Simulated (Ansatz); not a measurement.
# TaSi2 (P6_222), an elastic constant from a strain scan

The calculation used DFT PBE, scalar-relativistic, plane waves, PAW in Ansatz 0.2.0. Cutoff 420 eV, Γ-centred 9×9×6 k-points, Gaussian smearing of 0.15 eV. Spin–orbit coupling is left out, which can shift energies with elements as heavy as these. No spin polarisation. Energies are free energies at this smearing, counted from the undisturbed cell; pressure is positive in compression.

The undisturbed cell (relaxed at this level; it needn't be the usual structure):

```
Ta Si
1.0
     4.80510    0.00000    0.00000
    -2.40255    4.16134    0.00000
     0.00000    0.00000    6.59887
Ta Si
3 6
Cartesian
  2.4026 0.0000 3.2994
  1.2013 2.0807 5.4991
  -1.2013 2.0807 1.0998
  0.0000 1.3226 3.2994
  3.6597 0.6613 5.4991
  1.2571 3.5000 1.0998
  2.4026 2.8387 3.2994
  -1.2571 3.5000 5.4991
  1.1454 0.6613 1.0998
```

The cell is strained by ε times the Voigt pattern (0, 0, 0, 0, 0, 1) (xx, yy, zz, yz, xz, xy; engineering shear) with fractional coordinates fixed. The cell holds 9 atoms in V0 = 131.95 Å³. The stress column is τ = (1/V0) dE/dε, got from the stress tensor σ (compression positive) at each point as −det(1 + εP) σ : P(1 + εP)⁻¹, with P the pattern as a tensor.

```
      ε  ΔE (meV/atom)  τ (GPa)
-0.0525         18.345   -7.648
-0.0450         13.473   -6.550
-0.0375          9.353   -5.454
-0.0300          5.985   -4.362
-0.0225          3.366   -3.270
-0.0150          1.496   -2.180
-0.0075          0.374   -1.090
 0.0000          0.000    0.000
 0.0075          0.374    1.090
 0.0150          1.496    2.180
 0.0225          3.366    3.270
 0.0300          5.985    4.362
 0.0375          9.353    5.454
 0.0450         13.473    6.550
 0.0525         18.345    7.648
 0.0600              ?        ?
```

**Question.** Which combination of elastic constants does this scan measure, and how large is it?

**Answer.** For small ε, τ = τ0 + Kε with K = pᵀCp, which for this pattern is C66 in the Cartesian frame shown. The parabola through τ at ε = -0.0075, 0 and 0.0075 has slope K = 145 GPa at zero. The energies per cell, E = NΔE, of the same two points give K = 2[E(ε₊)/ε₊ − E(ε₋)/ε₋]/[(ε₊ − ε₋)V0] = 145 GPa, in agreement. These are clamped-ion values.

**Question.** Predict the withheld row at ε = 0.0600 from the harmonic law, and compare.

**Answer.** ΔE = V0(τ0 ε + Kε²/2)/N = 23.934 meV/atom and τ = 8.72 GPa. The calculation gives 23.970 meV/atom and 8.75 GPa, a miss of 0.2 % of the harmonic energy, so the harmonic law still holds here.

Forces appear on the atoms along this scan, and letting them relax would lower the energy and soften the response. In a metal these slopes depend on the k mesh and the smearing.